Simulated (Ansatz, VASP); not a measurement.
# ZnS in VASP and in Ansatz

POSCAR

```
ZnS
1.0
    0.0000000000      2.6945131942      2.6945131942
    2.6945131942      0.0000000000      2.6945131942
    2.6945131942      2.6945131942      0.0000000000
Zn S
1 1
Direct
    0.0000000000      0.0000000000      0.0000000000
    0.5892983553      0.8035672149      0.8035672149
```

INCAR.step1

```
PREC     = Accurate       # precision mode
ENCUT    = 520            # plane-wave cutoff, eV
ISMEAR   = 0              # smearing method
SIGMA    = 0.05           # smearing width, eV
LREAL    = F              # projectors in reciprocal space
LASPH    = T              # aspherical terms in the spheres
NELM     = 60             # most SCF steps
NBANDS   = 16             # bands
GGA      = PE             # functional
ALGO     = Normal         # electronic algorithm
EDIFF    = 1E-4           # SCF threshold, eV
LWAVE    = T              # write WAVECAR
LCHARG   = F              # write CHGCAR
```

The input INCAR.step2:

```
PREC     = Accurate       # precision mode
ENCUT    = 520            # plane-wave cutoff, eV
EDIFF    = 1E-6           # SCF threshold, eV
ISMEAR   = 0              # smearing method
SIGMA    = 0.05           # smearing width, eV
LREAL    = F              # projectors in reciprocal space
LASPH    = T              # aspherical terms in the spheres
NELM     = 60             # most SCF steps
ALGO     = Normal         # electronic algorithm
ISIF     = 2              # what is computed and relaxed
LWAVE    = F              # write WAVECAR
LCHARG   = F              # write CHGCAR
METAGGA  = R2SCAN         # meta-GGA
LMIXTAU  = T            
NBANDS   = 16             # bands
ISTART   = 1
```

File KPOINTS:

```
Automatic mesh
0
Gamma
  8 8 8
```

Input for Ansatz:

```yaml
crystal:
  lattice:
    - [0.0, 2.6945131942, 2.6945131942]
    - [2.6945131942, 0.0, 2.6945131942]
    - [2.6945131942, 2.6945131942, 0.0]
  atoms:
    - { symbol: Zn, position: [0.0, 0.0, 0.0] }
    - { symbol: S, position: [0.5892983553, 0.8035672149, 0.8035672149] }
basis:
  ecutwfc: 500
kpoints:
  mp_grid: { grid: [8, 8, 8] }
hamiltonian:
  xc: r2scan
scf:
  occupations: { method: gaussian, width: 0.05 }
output:
  forces: true
  stress: true
  eigenvalues: true
```

Change from the starting cell: all S atoms moved +0.500 Å, as atom 2 towards its neighbour atom 1 (Zn) at 2.334 Å.

Alike in both runs: task single point; functional r2SCAN; k mesh 8 × 8 × 8; occupations gaussian, width 0.05 eV; no spin polarisation.

|  | VASP | Ansatz |
| --- | --- | --- |
| version | VASP 6.6.1 | Ansatz 0.2.0 |
| potentials or method | VASP PAW PBE potentials, release 64 (Zn, S) | scalar-relativistic, plane waves, PAW |
| plane-wave cutoff (eV) | 520 | 500 |
| valence electrons in the cell | 18 | 18 |

VASP gave:

```
gap on the k mesh at the Fermi level (eV)       : 2.55
least direct gap on the mesh (eV)               : 2.55
pressure (GPa)                                  : 17.7
largest component of the traceless stress (GPa) : 21.73
rms of the force components (eV/Å)              : 5.706
```

Problem. Estimate Ansatz's values.

Solution. gap on the k mesh at the Fermi level (eV): 2.54; least direct gap on the mesh (eV): 2.54; pressure (GPa): 17.2; largest component of the traceless stress (GPa): 21.34; rms of the force components (eV/Å): 5.612.

Atom by atom the forces differ by 0.093 eV/Å (rms over components).

Caveats: so large a pressure means that the cell lies far from this level's equilibrium, or that cutoff or potentials fall short (VASP); the potentials were made for another functional, which shifts forces and pressure (VASP). A k mesh can miss the band edges.
